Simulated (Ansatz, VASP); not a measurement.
## One calculation of GaN, two programs

File INCAR:

```
ALGO = Normal ; EDIFF = 1E-7
ENCUT = 520 ; GGA = PE
ISIF = 2 ; ISMEAR = -1
LASPH = T ; LCHARG = F
LREAL = F ; LWAVE = F
NBANDS = 16 ; NELM = 60
PREC = Accurate ; SIGMA = 0.02
```

The input KPOINTS:

```
k-points
0
Gamma
  18 18 18
```

POSCAR

```
GaN
1.0
    0.0000000000      1.9925000000      1.9925000000
    1.9925000000      0.0000000000      1.9925000000
    1.9925000000      1.9925000000      0.0000000000
Ga N
1 1
Direct
    0.5000000000      0.5000000000      0.5000000000
    0.0000000000      0.0000000000      0.0000000000
```

Input for Ansatz:

```yaml
crystal:
  lattice:
    - [0.0, 1.9925, 1.9925]
    - [1.9925, 0.0, 1.9925]
    - [1.9925, 1.9925, 0.0]
  atoms:
    - { symbol: Ga, position: [0.5, 0.5, 0.5] }
    - { symbol: "N", position: [0.0, 0.0, 0.0] }
kpoints:
  mp_grid: { grid: [18, 18, 18] }
scf:
  occupations: { method: fermi_dirac, width: 0.02 }
hamiltonian:
  xc: pbe
  pseudopotentials: { kind: all_electron, lapw: { basis_error: 0.001 } }
output:
  forces: true
  stress: true
  eigenvalues: true
```

Alike in both runs: task single point; functional PBE; k mesh 18 × 18 × 18; occupations fermi-dirac, width 0.02 eV; no spin polarisation.

|  | VASP | Ansatz |
| --- | --- | --- |
| version | VASP 6.6.1 | Ansatz 0.2.0 |
| potentials or method | VASP PAW PBE potentials, release 64 (Ga_d, N) | all-electron LAPW, scalar-relativistic |
| plane-wave cutoff (eV) | 520 | see its input |

|  | VASP | Ansatz | Ansatz less VASP |
| --- | --- | --- | --- |
| gap on the k mesh at the Fermi level (eV) | 1.81 | 1.82 | +0.017 |

Ansatz ran all-electron here, so the differences hold the error of VASP's frozen core and of both bases.

 A k mesh can miss the band edges.
